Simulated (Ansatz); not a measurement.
Given:

BaSnO₃ (cubic perovskite)

```
CELL_PARAMETERS angstrom
      4.13130     0.00000     0.00000
      0.00000     4.13130     0.00000
      0.00000     0.00000     4.13130
ATOMIC_POSITIONS crystal
  Ba 0.00000 0.00000 0.00000
  Sn 0.50000 0.50000 0.50000
  O  0.00000 0.50000 0.50000
  O  0.50000 0.50000 0.00000
  O  0.50000 0.00000 0.50000
```

Scan: atom 2 (Sn, nearest neighbour O at 2.066 Å; its periodic images, 4.1 Å or more away, move with it) is displaced along Cartesian x, direction (1.000, 0.000, 0.000) in Cartesian axes, by s. The other atoms stay.

Level of theory: r2SCAN (plane waves to 500 eV, PAW, scalar-relativistic; Ansatz, a quantum-chemistry and plane-wave program). k mesh 7×7×7 (Γ-centred), Fermi-Dirac smearing 0.05 eV. Energies are smeared free energies. Left out: 2 of 11 points, with atoms too close for the PAW data. BaSnO3 was relaxed with its symmetry unable to fall. The zero of ΔE is the undisplaced structure.

The scan covers s from -0.496 to 0.496 Å in 9 points.

### Question
Is the energy the same for equal positive and negative displacements?

### Answer
Even: the same for both signs. With its periodic images moving along, the atom's site symmetry in this cell is m-3m.

### Question
What force acts on the atom along the line at s = -0.496 Å?

### Answer
25.5 eV/Å.

### Question
What is the energy change at s = 0.496 Å?

### Answer
4140 meV/cell.

### Question
What is the force constant k = d²E/ds² of this move at s = 0?

### Answer
17.7 eV/Å².

(A displaced cell: forces are minus the slopes of the energy, force constants its curvatures, and phonons follow from these.)
